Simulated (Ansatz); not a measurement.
Wanted: the native input for an Ansatz 0.2.0 run.

```yaml
Task: single point
Functional: PBE
Potentials_or_basis: Ansatz PAW
Cutoff: "420 eV (not typed: the program's choice for these potentials)"
k_mesh: 9 × 9 × 5
Occupations: gaussian, width 0.012 eV
Spin: no spin polarisation
```

The system is ZnO (zincite).

```
Zn O
1.0
     3.24931    0.00000    0.00000
    -1.62465    2.81398    0.00000
     0.00000    0.00000    5.20571
Zn O
2 2
Direct
  0.66667 0.33333 0.00000
  0.33333 0.66667 0.50000
  0.33333 0.66667 0.87901
  0.66667 0.33333 0.37901
```

These files were run (other wordings do the same):

input.yaml

```yaml
crystal:
  lattice:
    - [3.249308, 0.0, 0.0]
    - [-1.624654, 2.8139832727, 0.0]
    - [0.0, 0.0, 5.205709]
  atoms:
    - { symbol: Zn, position: [0.6666666667, 0.3333333333, 0.0] }
    - { symbol: Zn, position: [0.3333333333, 0.6666666667, 0.5] }
    - { symbol: O, position: [0.3333333333, 0.6666666667, 0.87901] }
    - { symbol: O, position: [0.6666666667, 0.3333333333, 0.37901] }
hamiltonian:
  xc: pbe
  pseudopotentials: { kind: paw }
kpoints:
  mp_grid: { grid: [9, 9, 5] }
scf:
  occupations: { method: gaussian, width: 0.012 }
output:
  forces: true
  stress: true
  eigenvalues: true
  write_density: true
  write_potential: true
  elf: true
  volumetric_format: npy
```

Potentials or basis: Ansatz PAW.

Command:

```console
$ ansatz run input.yaml --threads 2 --pin off --max-ram 5632MiB --backend cpu --events-out ev --progress --plain --runs-dir out
```

Results of the run:

```
Pressure               : 4.9 GPa
Largest force          : 0.070 eV/Å
Band gap on the k mesh : 0.80 eV, direct
```

Caveat: odd divisions of the mesh miss points on the zone boundary, where band edges often lie, so the gap on the mesh can be too wide; the pressure holds a Pulay correction of +0.7 GPa for the finite cutoff.

Wall time 7.8 s on 2 threads of Intel(R) Xeon(R) Processor @ 2.50GHz (Skylake/Cascade Lake) (shared host), peak memory 0.38 GiB.
